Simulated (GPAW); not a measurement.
**Fitting the RPBE energy curve of HfC**

It takes space group Fm-3m (No. 225, cubic). The conventional cell has a = 4.650 Å, b = 4.650 Å, c = 4.650 Å, α = 90.00°, β = 90.00°, γ = 90.00°. Hf (site symmetry m-3m) is surrounded by 6 C at 2.32 Å. C (site symmetry m-3m) has 6 Hf at 2.32 Å as nearest neighbours.

The cell was scaled at fixed shape and fractions and run with GPAW, the program's PAW data sets (release 1.2.1) made for this functional, cutoff 800 eV; RPBE, k mesh 8 × 8 × 8 on the cell of 2 atoms, fermi-dirac occupations of 0.05 eV, no spin polarisation, no spin-orbit coupling. Energies are those that the program minimises, any entropy of the smearing included. For a metal such a mesh isn't converged to the digits shown.

```csv
V (Å³/atom),energy over the lowest row (meV/atom)
11.8140,72.57
12.0654,40.81
12.3167,18.72
12.5681,5.40
12.8194,0.00
13.0708,?
13.3222,10.06
```

**Question.** Fit the third-order Birch-Murnaghan form, give V0, B0 and B′, and predict the energy left open.

**Answer.** With y = (V0/V)^(2/3), E = E0 + (9 V0 B0/16) [(y - 1)³ B′ + (y - 1)² (6 - 4y)]. Least squares through the rows shown give V0 = 12.8795 Å³/atom, E0 = -0.20 meV, B0 = 228.8 GPa (1 eV/Å³ = 160.218 GPa) and B′ = 4.06, with a largest miss of 0.02 meV. At V = 13.0708 the form with these constants gives 1.78 meV; the run gave 1.77 meV an atom.

The fitted minimum lies at a larger volume than the listed cell, which is therefore slightly compressed for this functional. That is the direction expected of RPBE, whose stronger gradient enhancement of exchange favours lower densities and usually gives solids that are too large and somewhat too soft.

The high bulk modulus fits the textbook picture of the group 4 carbides: Hf 5d and C 2p states form strong covalent bonds, and the valence electrons fill the bonding states up to a pseudogap, leaving the antibonding ones largely empty. The energy rises faster on compression than on expansion, as overlap repulsion grows steeply at short distances. With B′ = 4.06 the cubic term in Eulerian strain almost vanishes, so a second-order form would do nearly as well here.

The open point lies between computed volumes, so its close prediction confirms a smooth curve and a good interpolation, not the accuracy of the functional or the behaviour at much higher pressure. Uniform scaling also says nothing about resistance to shear, which matters for hardness.
